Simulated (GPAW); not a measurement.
# BP (F-43m) in GPAW: a series of runs, part 3 of 3

GPAW 26.7.0. Earlier steps stand in the parts before.

## (5) One-shot levels of the hybrid HSE06, PBE

Contents of run.py:

```python
import numpy as np
import spglib
from ase import Atoms
from ase.dft.bandgap import bandgap
from ase.io import read, write
from ase.units import GPa
from gpaw import GPAW, PW
from gpaw.hybrids import NonSelfConsistentHybridXCCalculator
from gpaw.hybrids.energy import non_self_consistent_energy

atoms = read('BP.cif')
cell, positions, numbers = spglib.find_primitive(
    (atoms.cell[:], atoms.get_scaled_positions(), atoms.numbers), symprec=1e-4)
atoms = Atoms(numbers, cell=cell, scaled_positions=positions, pbc=True)

calc = GPAW(mode=PW(600),
            xc='PBE',
            kpts={'size': (6, 6, 6), 'gamma': True},
            occupations={'name': 'fermi-dirac', 'width': 0.05},
            nbands=13,
            convergence={'density': 1e-05, 'energy': 1e-05, 'bands': 9, 'eigenstates': 1e-07},
            maxiter=150,
            txt='gpaw.txt')
atoms.calc = calc
energy = atoms.get_potential_energy()
forces = atoms.get_forces()
stress = atoms.get_stress()
calc.write('gs.gpw')
write('result.traj', atoms)
print(f'Energy: {energy:.6f} eV')
print('Forces (eV/A):')
print(forces.round(4))
print('Stress (GPa):', (stress / GPa).round(3))
print('Fermi level:', round(calc.get_fermi_level(), 4), 'eV')
print(f'Gap: {bandgap(calc)[0]:.4f} eV, direct: {bandgap(calc, direct=True)[0]:.4f} eV')

for xc in ['HSE06', 'PBE0', 'EXX']:
    e = non_self_consistent_energy(calc, xc).sum()
    print(f'{xc} energy on these orbitals: {e:.6f} eV')
    nsc = NonSelfConsistentHybridXCCalculator.from_dft_calculation(
        calc.dft, xc, log=f'levels-{xc}.txt')
    dft_skn, hyb_skn = nsc.calculate(calc.dft.ibzwfs, 0, 9)
    np.savetxt(f'levels-{xc}.dat', hyb_skn.reshape((-1, hyb_skn.shape[-1])), fmt='%.4f')
```

Contents of BP.cif:

```cif
data_BP
_cell_length_a 4.53800000
_cell_length_b 4.53800000
_cell_length_c 4.53800000
_cell_angle_alpha 90.00000000
_cell_angle_beta 90.00000000
_cell_angle_gamma 90.00000000
_space_group_name_H-M_alt 'F-43m'
_space_group_name_Hall 'F -4 2 3'
_space_group_IT_number 216
loop_
_space_group_symop_operation_xyz
'x,y,z'
'y,-x,-z'
'-x,-y,z'
'-y,x,-z'
'x,-y,-z'
'y,x,z'
'-x,y,-z'
'-y,-x,z'
'z,x,y'
'-z,y,-x'
'z,-x,-y'
'-z,-y,x'
'-z,x,-y'
'z,y,x'
'-z,-x,y'
'z,-y,-x'
'y,z,x'
'-x,-z,y'
'-y,z,-x'
'x,-z,-y'
'-y,-z,x'
'x,z,y'
'y,-z,-x'
'-x,z,-y'
'x,y+1/2,z+1/2'
'y,-x+1/2,-z+1/2'
'-x,-y+1/2,z+1/2'
'-y,x+1/2,-z+1/2'
'x,-y+1/2,-z+1/2'
'y,x+1/2,z+1/2'
'-x,y+1/2,-z+1/2'
'-y,-x+1/2,z+1/2'
'z,x+1/2,y+1/2'
'-z,y+1/2,-x+1/2'
'z,-x+1/2,-y+1/2'
'-z,-y+1/2,x+1/2'
'-z,x+1/2,-y+1/2'
'z,y+1/2,x+1/2'
'-z,-x+1/2,y+1/2'
'z,-y+1/2,-x+1/2'
'y,z+1/2,x+1/2'
'-x,-z+1/2,y+1/2'
'-y,z+1/2,-x+1/2'
'x,-z+1/2,-y+1/2'
'-y,-z+1/2,x+1/2'
'x,z+1/2,y+1/2'
'y,-z+1/2,-x+1/2'
'-x,z+1/2,-y+1/2'
'x+1/2,y,z+1/2'
'y+1/2,-x,-z+1/2'
'-x+1/2,-y,z+1/2'
'-y+1/2,x,-z+1/2'
'x+1/2,-y,-z+1/2'
'y+1/2,x,z+1/2'
'-x+1/2,y,-z+1/2'
'-y+1/2,-x,z+1/2'
'z+1/2,x,y+1/2'
'-z+1/2,y,-x+1/2'
'z+1/2,-x,-y+1/2'
'-z+1/2,-y,x+1/2'
'-z+1/2,x,-y+1/2'
'z+1/2,y,x+1/2'
'-z+1/2,-x,y+1/2'
'z+1/2,-y,-x+1/2'
'y+1/2,z,x+1/2'
'-x+1/2,-z,y+1/2'
'-y+1/2,z,-x+1/2'
'x+1/2,-z,-y+1/2'
'-y+1/2,-z,x+1/2'
'x+1/2,z,y+1/2'
'y+1/2,-z,-x+1/2'
'-x+1/2,z,-y+1/2'
'x+1/2,y+1/2,z'
'y+1/2,-x+1/2,-z'
'-x+1/2,-y+1/2,z'
'-y+1/2,x+1/2,-z'
'x+1/2,-y+1/2,-z'
'y+1/2,x+1/2,z'
'-x+1/2,y+1/2,-z'
'-y+1/2,-x+1/2,z'
'z+1/2,x+1/2,y'
'-z+1/2,y+1/2,-x'
'z+1/2,-x+1/2,-y'
'-z+1/2,-y+1/2,x'
'-z+1/2,x+1/2,-y'
'z+1/2,y+1/2,x'
'-z+1/2,-x+1/2,y'
'z+1/2,-y+1/2,-x'
'y+1/2,z+1/2,x'
'-x+1/2,-z+1/2,y'
'-y+1/2,z+1/2,-x'
'x+1/2,-z+1/2,-y'
'-y+1/2,-z+1/2,x'
'x+1/2,z+1/2,y'
'y+1/2,-z+1/2,-x'
'-x+1/2,z+1/2,-y'
loop_
_atom_site_label
_atom_site_type_symbol
_atom_site_symmetry_multiplicity
_atom_site_Wyckoff_symbol
_atom_site_fract_x
_atom_site_fract_y
_atom_site_fract_z
_atom_site_occupancy
P1 P 4 c 0.2500000000 0.2500000000 0.2500000000 1
B1 B 4 a 0.0000000000 0.0000000000 0.0000000000 1
```

Potentials or basis: GPAW PAW data sets (gpaw-data 1.2.1), pw.

Run with:

```
> OMP_NUM_THREADS=1 python run.py
```

gpaw.txt:

```text
__  _  _
 | _ |_)|_||  |
 |__||  | ||/\| - 26.7.0

Input parameters:
  mode=PW(ecut=600.0),
  convergence={'density': 1e-05, 'energy': 1e-05, 'bands': 9, 'eigenstates': 1e-07},
  kpts=MonkhorstPack(size=(6, 6, 6), gamma=True),
  maxiter=150,
  nbands=13,
  occupations=Occupations(name='fermi-dirac', width=0.05),
  xc=XC(name='PBE')

Diagonalizing LCAO Hamiltonian
Converting LCAO to pw mode

           P
       B

Atoms  # Å, Bohr magnetons
|   | symbol |        x |        y |        z |    initial magnetic moments |
|---|--------|----------|----------|----------|-----------------------------|
| 0 |      P | 1.134500 | 1.134500 | 1.134500 | ( 0.0000,  0.0000,  0.0000) |
| 1 |      B | 0.000000 | 0.000000 | 0.000000 | ( 0.0000,  0.0000,  0.0000) |

Unit cell  # Å
| periodic |        x |        y |        z |  lengths |    angles |
|----------|----------|----------|----------|----------|-----------|
|      yes | 0.000000 | 2.269000 | 2.269000 | 3.208851 | 60.000000 |
|      yes | 2.269000 | 0.000000 | 2.269000 | 3.208851 | 60.000000 |
|      yes | 2.269000 | 2.269000 | 0.000000 | 3.208851 | 60.000000 |

Number of symmetries: 24
Symmetry operations  # r_c * U_cc + t_c -> r_c
|    | kind |            matrix            |
|----|------|------------------------------|
|  0 |  E   |  1, 0, 0,  0, 1, 0,  0, 0, 1 |
|  1 |  σ   |  1, 0, 0,  0, 0, 1,  0, 1, 0 |
|  2 |  σ   |  1, 0,-1,  0, 1,-1,  0, 0,-1 |
|  3 |  C3  |  1, 0,-1,  0, 0,-1,  0, 1,-1 |
|  4 |  C3  |  1,-1, 0,  0,-1, 1,  0,-1, 0 |
|  5 |  σ   |  1,-1, 0,  0,-1, 0,  0,-1, 1 |
|  6 |  σ   |  0, 1, 0,  1, 0, 0,  0, 0, 1 |
|  7 |  C3  |  0, 1, 0,  0, 0, 1,  1, 0, 0 |
|  8 |  C2  |  0, 1,-1,  1, 0,-1,  0, 0,-1 |
|  9 |  S4  |  0, 1,-1,  0, 0,-1,  1, 0,-1 |
| 10 |  C3  |  0, 0, 1,  1, 0, 0,  0, 1, 0 |
| 11 |  σ   |  0, 0, 1,  0, 1, 0,  1, 0, 0 |
| 12 |  S4  |  0, 0,-1,  1, 0,-1,  0, 1,-1 |
| 13 |  C3  |  0, 0,-1,  0, 1,-1,  1, 0,-1 |
| 14 |  S4  |  0,-1, 1,  1,-1, 0,  0,-1, 0 |
| 15 |  C2  |  0,-1, 1,  0,-1, 0,  1,-1, 0 |
| 16 |  C3  |  0,-1, 0,  1,-1, 0,  0,-1, 1 |
| 17 |  S4  |  0,-1, 0,  0,-1, 1,  1,-1, 0 |
| 18 |  S4  | -1, 1, 0, -1, 0, 1, -1, 0, 0 |
| 19 |  C3  | -1, 1, 0, -1, 0, 0, -1, 0, 1 |
| 20 |  C3  | -1, 0, 1, -1, 1, 0, -1, 0, 0 |
| 21 |  S4  | -1, 0, 1, -1, 0, 0, -1, 1, 0 |
| 22 |  σ   | -1, 0, 0, -1, 1, 0, -1, 0, 1 |
| 23 |  C2  | -1, 0, 0, -1, 0, 1, -1, 1, 0 |

BZ-sampling:
  Number of BZ points: 216
  Number of IBZ points: 16

  Monkhorst-Pack size: [6, 6, 6]
  Monkhorst-Pack shift: [0.08333333333333333, 0.08333333333333333, 0.08333333333333333]

K-points  # in reciprocal-cell coordinates
|     |                                coordinates |     weight |
|-----|--------------------------------------------|------------|
|   0 | (  0.00000000,   0.00000000,   0.00000000) | 0.00462963 |
|   1 | (  0.16666667,   0.16666667,   0.00000000) | 0.02777778 |
|   2 | (  0.16666667,   0.16666667,   0.16666667) | 0.03703704 |
|   3 | (  0.33333333,   0.16666667,   0.16666667) | 0.05555556 |
|   4 | (  0.33333333,   0.33333333,  -0.33333333) | 0.05555556 |
|   5 | (  0.33333333,   0.33333333,   0.00000000) | 0.02777778 |
|   6 | (  0.33333333,   0.33333333,   0.16666667) | 0.11111111 |
|   7 | (  0.33333333,   0.33333333,   0.33333333) | 0.03703704 |
|   8 | (  0.50000000,   0.33333333,  -0.33333333) | 0.11111111 |
|   9 | (  0.50000000,   0.33333333,  -0.16666667) | 0.05555556 |
| ... |                                            |            |
|  15 | (  0.50000000,   0.50000000,   0.50000000) | 0.01851852 |

Plane wave coefficients: 797
Cutoff: 600.0 eV

Spin-components: 1 (collinear spins)
Bands:           13
Projectors:      10
Spin-degeneracy: 2
Datatype:        complex128

Parallelization:
  kpt:    1
  domain: 1
  band:   1

Density:
  Valence electrons: 8.0
  Components: 1
  Grid points: [20 20 20]
  Charge: 0.0  # |e|

Potential:
  Grid points: [20 20 20]

species:
  P:
    name:    Phosphorus
    Z:       15.0
    valence: 5
    core:    10
    charge:  0.0  # [|e|]
    compensation charges:
      type: gauss
      rc: 0.30  # [Å]
      lmax: 2
    cutoffs:
      filter: 1.69  # [Å]
      core: 1.81  # [Å]
    projectors
    | kind |    occ | energy [eV] | rcut [Å] |
    |------|--------|-------------|----------|
    |   3s |  2.000 |     -13.968 |    0.953 |
    |   3p |  3.000 |      -5.506 |    0.953 |
    |    s |        |      13.244 |    0.953 |
    |    p |        |      21.705 |    0.953 |
    |    d |        |       0.000 |    0.953 |

    Using partial waves for P as LCAO basis

  B:
    name:    Boron
    Z:       5.0
    valence: 3
    core:    2
    charge:  0.0  # [|e|]
    compensation charges:
      type: gauss
      rc: 0.20  # [Å]
      lmax: 2
    cutoffs:
      filter: 1.14  # [Å]
      core: 1.38  # [Å]
    projectors
    | kind |    occ | energy [eV] | rcut [Å] |
    |------|--------|-------------|----------|
    |   2s |  2.000 |      -9.443 |    0.635 |
    |   2p |  1.000 |      -3.606 |    0.635 |
    |    s |        |      17.768 |    0.635 |
    |    p |        |      23.605 |    0.635 |
    |    d |        |       0.000 |    0.635 |

    Using partial waves for B as LCAO basis

Reference energy: -9972.403226  # eV

eigensolver:
  PPCG
  Converge bands: 9
  niter=2

density mixing:
  MSR1-Mixer
  Pratt-step length: 0.05
  Maximum mixing coefficient: 0.75
  Old densities: 10
  SVD Regularization: 0.005
  Good broyden scale: 1.0
  Trust region scale: 1.0
  Backstep threshold: 4.0
  History deletion threshold: 6.0
  Fourier metric: weight=20.0, sigma=0.015

occupation numbers:
  Fermi-Dirac:
    width: 0.0500  # eV

poisson solver:
  ecut: 4800.0  # eV

xc functional:
  name: PBE with 2 nearest neighbor stencil

convergence criteria:
- Maximum integral of absolute [dens]ity change: 1e-05 electrons / valence electron
- Maximum [total energy] change in last 3 cyles: 1e-05 eV / valence electron
- Maximum integral of absolute [eigenst]ate change: 1e-07 eV^2 / valence electron
maximum number of iterations: 150

SCF iterations
|iter     | |      energy | eigst |  dens |
|---------|-|-------------|-------|-------|
|iter:   1| |  -13.487140 | +1.71 |       |
|iter:   2| |  -13.373908 | +0.48 | -0.70 |
|iter:   3| |  -12.874349 | -0.64 | -0.74 |
|iter:   4| |  -12.868368 | -2.58 | -1.44 |
|iter:   5| |  -12.868457 | -3.60 | -1.95 |
|iter:   6| |  -12.868490 | -4.86 | -2.61 |
|iter:   7| |  -12.868490c| -6.72 | -3.72 |
|iter:   8| |  -12.868490c| -6.86 | -4.31 |
|iter:   9| |  -12.868490c| -8.20c| -5.60c|

Converged in 9 steps
Energy contributions relative to reference atoms: (reference = -9972.403226)

Energy contributions:
  Kinetic:          13.635539
  Coulomb:         -11.854703
  Zero:             -0.026526
  External:          0.000000
  Xc:              -14.622801
  Entropy:          -0.000000
  Spinorbit:         0.000000
  ----------------------------
  Free energy:     -12.868490
  Extrapolated:    -12.868490

dipole moment: (-10.595143, -10.595143, -10.595143)  # |e|*Ang

Fermi level: 8.870
Eigenvalues  # (at kpt = [0.000, 0.000, 0.000])
| band index |      eig [eV] | occ [0-2] |
|------------|---------------|-----------|
|          0 |        -7.245 |     2.000 |
|          1 |         8.216 |     2.000 |
|          2 |         8.216 |     2.000 |
|          3 |         8.216 |     2.000 |
|          4 |        11.619 |     0.000 |
|          5 |        11.619 |     0.000 |
|          6 |        11.619 |     0.000 |
|          7 |        15.613 |     0.000 |
|          8 |        19.772 |     0.000 |
|          9 |        20.240 |     0.000 |
|         10 |        20.240 |     0.000 |
|         11 |        23.942 |     0.000 |
|         12 |        23.942 |     0.000 |

Gap: 1.336 eV
Transition (v -> c):
  (s=0, k=0, n=3, [0.00, 0.00, 0.00]) -> (s=0, k=12, n=4, [0.50, 0.50, 0.00])
Direct/indirect transitions are different
Direct gap: 3.403 eV
Transition at: (s=0, k=0, n=3, [0.00, 0.00, 0.00])

Forces  # eV/Ang
|        x |        y |        z |
|----------|----------|----------|
| -0.00000 | -0.00000 | -0.00000 |  # P    0
|  0.00000 | -0.00000 |  0.00000 |  # B    1

Stress tensor  # eV/Ang^3
|         x |         y |         z |
|-----------|-----------|-----------|
| -0.009653 | -0.000000 |  0.000000 |
| -0.000000 | -0.009653 |  0.000000 |
|  0.000000 |  0.000000 | -0.009653 |

# Writing to gs.gpw (mode='')
```

It took 5.2 min on 1 thread of Intel Xeon Platinum 8259CL at 2.50GHz (Skylake/Cascade Lake), shared host; peak memory 0.38 GiB.

What came out:

* Free energy: -12.8685 eV
* Pressure: 1.5 GPa
* Band gap on the k mesh: 1.34 eV, indirect (least direct gap 3.40 eV)
* Band gap of the one-shot hybrid: 2.09 eV
* Direct band gap of the one-shot hybrid: 4.31 eV

Band gaps from one-shot exact exchange on these states (eV): hse06 2.09, pbe0 2.71, hf 7.21

Caveat: the k mesh is coarse; the cutoff is short for stress and forces, so pressures can be off by a GPa or more; energy and the plain gap are those of the semilocal run; the hybrids' values are one shot on its orbitals and mesh. A k mesh can miss the band edges.

## (6) Overview

| task | level | potentials or basis | k mesh | cutoff (eV) | band path | band points | hybrids on these orbitals | oneshot functional | grid spacing | gap on the mesh (eV) | pressure (GPa) |
| --- | --- | --- | --- | --- | --- | --- | --- | --- | --- | --- | --- |
| band structure | LDA | the program's PAW data sets (release 1.2.1) made for this functional, pw | 10 × 10 × 10 | 800 | GXWKGLUWLK,UX | 80 | - | - | - | 1.19 | -5.0 |
| band structure | PBE | GPAW PAW data sets (gpaw-data 1.2.1), fd | 10 × 10 × 10 | - | GXWKGLUWLK,UX | 100 | - | - | 0.2 Å | 1.24 | - |
| one-shot levels of the hybrid HSE06 | PBE | GPAW PAW data sets (gpaw-data 1.2.1), pw | 6 × 6 × 6 | 600 | - | - | ["HSE06", "PBE0", "EXX"] | HSE06 | - | 1.34 | 1.5 |

Alike in all rows: no spin polarisation; cell as given; smearing fermi-dirac 0.05 eV.

Caveats: the real-space grid adds noise to forces (some runs); the cutoff is short for stress and forces, so pressures can be off by a GPa or more (some runs); energy and the plain gap are those of the semilocal run (some runs); the hybrids' values are one shot on its orbitals and mesh (some runs).

Absolute energies hang on the potentials; compare differences alone.
